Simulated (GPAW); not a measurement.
Bi in GPAW: convergence with k mesh

Bi:

```
CELL_PARAMETERS angstrom
-1.98143 1.98143 1.98143
1.98143 -1.98143 1.98143
1.98143 1.98143 -1.98143
ATOMIC_POSITIONS crystal
Bi 0.00000 0.00000 0.00000
```

This isn't the form of Bi at room conditions, which is rhombohedral.

```yaml
Program: GPAW 26.7.0
Task: Fermi surface
Functional: revTPSS
Potentials_or_basis: GPAW PAW data sets (gpaw-data 1.2.1)
Cutoff: 450 eV
Basis: pw
k_mesh: 3 × 3 × 3
Occupations: fermi-dirac, width 0.05 eV
Spin: no spin polarisation
```

These are the settings of the first run; the series varies k mesh, with any setting tied to it.

Hardware: 1 thread of Arm Neoverse V2, with other jobs on the host.

```tsv
k mesh	energy less the tightest run, at zero smearing (meV/atom)	pressure (GPa)	SCF cycles	CPU time (s)	peak memory (GiB)
3 × 3 × 3	-439.82	-2.39	15	11	0.24
4 × 4 × 4	145.87	-0.80	16	14	0.24
5 × 5 × 5	116.52	-2.20	16	19	0.24
6 × 6 × 6	30.26	-2.02	16	28	0.25
7 × 7 × 7	50.84	-1.22	16	39	0.26
9 × 9 × 9	-4.35	-2.24	16	58	0.27
10 × 10 × 10	0.00	-2.12	16	78	0.29
```

Not settled before the last step: the energy (to 1 meV/atom), the pressure (to 0.1 GPa). Meshes of other sizes hit other points, so gaps and Fermi surfaces needn't settle smoothly. The tightest run that finished is the yardstick and may itself not be fully converged.

Caveat, for the tightest run too: the cutoff is short for stress and forces, so pressures can be off by a GPa or more; the PAW data sets were made with another functional, which shifts forces and pressure a little; spin-orbit coupling is left out, which moves the levels of the heavy elements.
